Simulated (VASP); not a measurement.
# BN: relaxation of cell and atoms with r2SCAN

Crystal: BN.

```xyz
4
Lattice="2.4982 0.0000 0.0000 -1.2491 2.1635 0.0000 0.0000 0.0000 6.6357" Properties=species:S:1:pos:R:3 pbc="T T T"
B     0.0000    1.4424    1.6589
B     1.2491    0.7212    4.9768
N     0.0000    1.4424    4.9768
N     1.2491    0.7212    1.6589
```

* Program: VASP 6.6.1
* Task: relaxation of cell and atoms
* Functional: r2SCAN
* Potentials or basis: VASP PAW PBE potentials, release 64 (B, N)
* Cutoff: 600 eV
* k mesh: 12 × 12 × 4
* Occupations: gaussian, width 0.03 eV
* Spin: no spin polarisation
* Further INCAR settings: ALGO = Normal; EDIFF = 1e-06; IBRION = 2; EDIFFG = -0.01; NSW = 90; ISIF = 3

```yaml
Relaxed_volume: 9.28 Å³/atom
Relaxed_cell: a = 2.502 Å, b = 2.502 Å, c = 6.846 Å, α = 90.00°, β = 90.00°, γ = 120.00°
Space_group_after_relaxing_to_0.05_Å: P6_3/mmc (No. 194)
Energy_gained_by_relaxing: 0.9 meV/atom
Ionic_steps: 8
Pressure_after_relaxing: 0.1 GPa
Band_gap_on_the_k_mesh: 4.92 eV, indirect (least direct gap 5.37 eV)
```

Stress tensor (GPa, compression positive):
```
 0.13  0.00  0.00
 0.00  0.13  0.00
 0.00  0.00 -0.02
```

Step by step:
```
step  energy change (eV)  largest force (eV/Å)  pressure (GPa)  volume (Å³)
   1              0.0000                0.0000            1.57        35.87
   2              0.0019                0.0000           -2.28        36.32
   3             -0.0009                0.0000            0.16        36.03
   4             -0.0012                0.0000            0.15        36.10
   5             -0.0021                0.0000            0.13        36.32
   6             -0.0032                0.0000            0.10        36.76
   7             -0.0029                0.0000            0.07        37.63
   8             -0.0034                0.0000            0.08        37.12
```

Final structure:
```cif
data_structure
_symmetry_space_group_name_H-M 'P 1'
_symmetry_Int_Tables_number 1
_cell_length_a 2.5022
_cell_length_b 2.5022
_cell_length_c 6.8460
_cell_angle_alpha 90.000
_cell_angle_beta 90.000
_cell_angle_gamma 120.000
_cell_volume 37.12
loop_
_atom_site_label
_atom_site_type_symbol
_atom_site_fract_x
_atom_site_fract_y
_atom_site_fract_z
_atom_site_occupancy
B1 B 0.33333 0.66667 0.25000 1
B2 B 0.66667 0.33333 0.75000 1
N1 N 0.33333 0.66667 0.75000 1
N2 N 0.66667 0.33333 0.25000 1
```

Levels at points of the mesh, in eV from the valence-band top:
```csv
k point,band 6,band 7,band 8,band 9,band 10,band 11
"(0.00, 0.00, 0.00)",-1.35,-1.32,-1.32,5.42,10.66,12.33
"(0.50, 0.00, 0.00)",-4.24,-1.36,-0.50,4.92,6.21,10.20
"(0.00, 0.00, 0.50)",-1.34,-1.34,-1.34,7.75,7.75,12.38
"(0.50, 0.00, 0.50)",-4.26,-0.92,-0.92,5.36,5.36,10.63
```

Wall time 3 min on 2 MPI ranks on Intel(R) Xeon(R) 6975P-C (Granite Rapids), with other jobs on the host, peak memory 0.16 GiB a rank.

Caveat: the PAW data sets were made with another functional, which shifts forces and pressure a little. Zero-point motion and thermal expansion aren't in these numbers.
